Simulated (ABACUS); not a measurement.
Write the native input for ABACUS 3.10.1 that does the following.

```yaml
Task: band structure
Functional: r2SCAN
Potentials_or_basis: SG15 ONCV 1.2 PBE
Cutoff: 1361 eV
Density_cutoff: 5442 eV
Basis: DZP LCAO (the cutoffs set its grid)
Occupations: fermi-dirac, width 0.05 eV
Spin: no spin polarisation
Orbital_files: Mg Mg_confined-atom_8au_3s2p1d.orb, O O_confined-atom_6au_2s2p1d.orb
Radial_cutoff_of_the_potentials_pseudo_rcut: 10 bohr
Density: read from an earlier self-consistent run
Path: G-X-W-K-G-L-U-W-L-K, U-X
Points_for_each_segment_of_the_path: 10
SCF_threshold_on_the_density: 1e-07
Max_SCF_steps: 100
Eigensolver: genelpa
Mixing: broyden
Mixing_share: 0.7
Symmetry_key: -1
Bands: 18
```

Crystal: MgO.

```
CELL_PARAMETERS angstrom
0.00000 2.09700 2.09700
2.09700 0.00000 2.09700
2.09700 2.09700 0.00000
ATOMIC_POSITIONS crystal
Mg 0.00000 0.00000 0.00000
O 0.50000 0.50000 0.50000
```

The cell is a database's computed one.

The input as run:

INPUT

```
INPUT_PARAMETERS
suffix              MgO
calculation         nscf
basis_type          lcao
pseudo_dir          ./
orbital_dir         ./
symmetry            -1
dft_functional      MGGA_X_R2SCAN+MGGA_C_R2SCAN
ecutwfc             100.0
pseudo_rcut         10
nspin               1
nbands              18
ks_solver           genelpa
smearing_method     fd
smearing_sigma      0.00367493
scf_thr             1e-07
scf_nmax            100
mixing_type         broyden
mixing_beta         0.7
mixing_tau          1
init_chg            file
out_band            1
```

STRU

```
ATOMIC_SPECIES
Mg 24.3050 Mg_ONCV_PBE-1.2.upf
O 15.9990 O_ONCV_PBE-1.2.upf

NUMERICAL_ORBITAL
Mg_confined-atom_8au_3s2p1d.orb
O_confined-atom_6au_2s2p1d.orb

LATTICE_CONSTANT
1.8897261246

LATTICE_VECTORS
0.0000000000 2.0970013950 2.0970013950
2.0970013950 0.0000000000 2.0970013950
2.0970013950 2.0970013950 0.0000000000

ATOMIC_POSITIONS
Direct

Mg
0.0
1
0.0000000000 0.0000000000 0.0000000000 1 1 1

O
0.0
1
0.5000000000 0.5000000000 0.5000000000 1 1 1
```

KPT

```
K_POINTS
12
Line
0.00000000 0.00000000 0.00000000 10 // G
0.50000000 0.00000000 0.50000000 10 // X
0.50000000 0.25000000 0.75000000 10 // W
0.37500000 0.37500000 0.75000000 10 // K
0.00000000 0.00000000 0.00000000 10 // G
0.50000000 0.50000000 0.50000000 10 // L
0.62500000 0.25000000 0.62500000 10 // U
0.50000000 0.25000000 0.75000000 10 // W
0.50000000 0.50000000 0.50000000 10 // L
0.37500000 0.37500000 0.75000000 1 // K
0.62500000 0.25000000 0.62500000 10 // U
0.50000000 0.00000000 0.50000000 1 // X
```

Potentials or basis: SG15 ONCV 1.2 PBE, DZP LCAO (the cutoffs set its grid).

The run is started by

```console
$ OMP_NUM_THREADS=1 mpirun -np 4 abacus > log
```

Results of the run:

```json
{
  "Band gap along the path": "5.64 eV, direct"
}
```

Caveat: the atomic orbitals were generated for these runs and aren't a published set; the density is read from an earlier self-consistent run, whose mesh may be coarse; the basis of atomic orbitals isn't converged, which shifts pressures, moduli and gaps.

Run time: 1.1 s on 4 MPI ranks on AMD EPYC 9R14 (Zen 4), with other jobs on the host, peak memory 0.36 GiB a rank.
